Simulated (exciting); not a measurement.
Input of an exciting (release sodium) run:

The input input.xml:

```xml
<input>
  <title>MgB2</title>
  <structure speciespath="./" tshift="false">
    <crystal scale="1">
      <basevect>5.829805094471 0.000000000000 0.000000000000</basevect>
      <basevect>-2.914902547235 5.048759310971 0.000000000000</basevect>
      <basevect>0.000000000000 0.000000000000 6.657505137057</basevect>
    </crystal>
    <species speciesfile="Mg.xml" rmt="2">
      <atom coord="0.000000000000 0.000000000000 0.000000000000"/>
    </species>
    <species speciesfile="B.xml" rmt="1.45">
      <atom coord="0.666666666700 0.333333333300 0.500000000000"/>
      <atom coord="0.333333333300 0.666666666700 0.500000000000"/>
    </species>
  </structure>
  <groundstate do="fromscratch" ngridk="10 10 8" rgkmax="7" gmaxvr="14" lmaxapw="10" lmaxmat="10" lmaxvr="8" xctype="GGA_PBE" stype="Gaussian" swidth="0.00040424" nempty="12" ValenceRelativity="iora*" epsengy="1e-05" epspot="1e-05" maxscl="60" tforce="true" outputlevel="normal"/>
</input>
```

Potentials or basis: all-electron LAPW+lo, shipped species files, valence relativity iora*.

The run is started by

```console
$ OMP_NUM_THREADS=1 exciting_smp
```

**Question.** Predict the band gap on the k mesh.

**Answer.** None (metal or under the smearing width).
